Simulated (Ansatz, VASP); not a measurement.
**One calculation of MgSi4N2, two programs**

```
CELL_PARAMETERS angstrom
-1.39711 2.36692 3.96121
1.39711 -2.36692 3.96121
1.39711 2.36692 -3.96121
ATOMIC_POSITIONS crystal
Mg 0.00000 0.50000 0.50000
Si 0.89157 0.21019 0.68138
Si 0.47119 0.78981 0.68138
Si 0.52881 0.21019 0.31862
Si 0.10843 0.78981 0.31862
N 0.32903 0.00000 0.32903
N 0.67097 0.00000 0.67097
```

Alike in both runs: task single point; functional PBE; k mesh 8 × 8 × 8; occupations gaussian, width 0.1 eV; no spin polarisation.

|  | VASP | Ansatz |
| --- | --- | --- |
| version | VASP 6.6.1 | Ansatz 0.2.0 |
| potentials or method | VASP PAW PBE potentials, release 64 (Mg, Si, N) | scalar-relativistic, plane waves, PAW |
| plane-wave cutoff (eV) | 520 | 420 |
| valence electrons in the cell | 28 | 36 |

Ansatz gave:

| Item | Value |
| --- | --- |
| gap on the k mesh at the Fermi level (eV) | none |
| rms of the force components (eV/Å) | 7.174 |

Q: What did VASP give for the same quantities?

A: gap on the k mesh at the Fermi level (eV): none; rms of the force components (eV/Å): 7.179.

Atom by atom the forces differ by 0.012 eV/Å (rms over components). A gap of «none» marks a metal or a gap that the smearing closes. The two sets of potentials don't hold the same shells in valence.

Caveats: forces of over 1 eV/Å show positions far from the minimum, so gaps and moduli don't describe the material at rest.
